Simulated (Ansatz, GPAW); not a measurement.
This is a calculation of ZnSe (Stilleite) for GPAW 26.7.0 (ASE script). 

run.py

```python
from ase.dft.bandgap import bandgap
from ase.io import read, write
from ase.units import Bohr, GPa
from gpaw import GPAW, PW
from gpaw.elf import elf_from_dft_calculation

atoms = read('POSCAR')

calc = GPAW(mode=PW(600),
            xc='PBE',
            kpts={'size': (8, 8, 8), 'gamma': True},
            occupations={'name': 'methfessel-paxton', 'order': 0, 'width': 0.026000000000000002},
            nbands=18,
            convergence={'density': 1e-05, 'energy': 1e-05},
            maxiter=150,
            txt='gpaw.txt')
atoms.calc = calc
energy = atoms.get_potential_energy()
forces = atoms.get_forces()
stress = atoms.get_stress()
calc.write('gs.gpw')
write('result.traj', atoms)
print(f'Energy: {energy:.6f} eV')
print('Forces (eV/A):')
print(forces.round(4))
print('Stress (GPa):', (stress / GPa).round(3))
print('Fermi level:', round(calc.get_fermi_level(), 4), 'eV')
print(f'Gap: {bandgap(calc)[0]:.4f} eV, direct: {bandgap(calc, direct=True)[0]:.4f} eV')

# fields on the real-space grid
write('density.cube', atoms, data=calc.get_pseudo_density() * Bohr**3)
write('potential.cube', atoms, data=calc.get_electrostatic_potential())
write('elf.cube', atoms, data=elf_from_dft_calculation(calc).data)
```

Contents of POSCAR:

```
ZnSe
1.0
    0.0000000000      2.8338000000      2.8338000000
    2.8338000000      0.0000000000      2.8338000000
    2.8338000000      2.8338000000      0.0000000000
Se Zn
1 1
Direct
    0.7500000000      0.7500000000      0.7500000000
    0.0000000000      0.0000000000      0.0000000000
```

Potentials or basis: GPAW PAW data sets (gpaw-data 1.2.1), pw.

Run with:

```console
$ OMP_NUM_THREADS=1 python run.py
```

Q: Translate it to Ansatz 0.2.0. Potentials or basis there: all-electron LAPW, scalar-relativistic.

A: As run (cutoffs and basis follow the program's own potentials, and thresholds, step limits or extra output files can differ):

The input input.yaml:

```yaml
crystal:
  lattice:
    - [0.0, 2.8338, 2.8338]
    - [2.8338, 0.0, 2.8338]
    - [2.8338, 2.8338, 0.0]
  atoms:
    - { symbol: Se, position: [0.75, 0.75, 0.75] }
    - { symbol: Zn, position: [0.0, 0.0, 0.0] }
kpoints:
  mp_grid: { grid: [8, 8, 8] }
scf:
  occupations: { method: gaussian, width: 0.026 }
hamiltonian:
  xc: pbe
  pseudopotentials: { kind: all_electron, lapw: { basis_error: 0.001 } }
output:
  forces: true
  stress: true
  eigenvalues: true
```

Potentials or basis: all-electron LAPW, scalar-relativistic.

Command:

```console
$ ansatz run input.yaml --threads 1 --pin off --max-ram 3072MiB --backend cpu --events-out ev --progress --plain --runs-dir out
```

Both were run:

|  | GPAW | Ansatz |
| --- | --- | --- |
| Pressure | 2.1 GPa | 2.1 GPa |

Where Ansatz's input types no cutoff or centring, it takes its own default and a Γ-centred mesh.

Pressure is positive in compression.
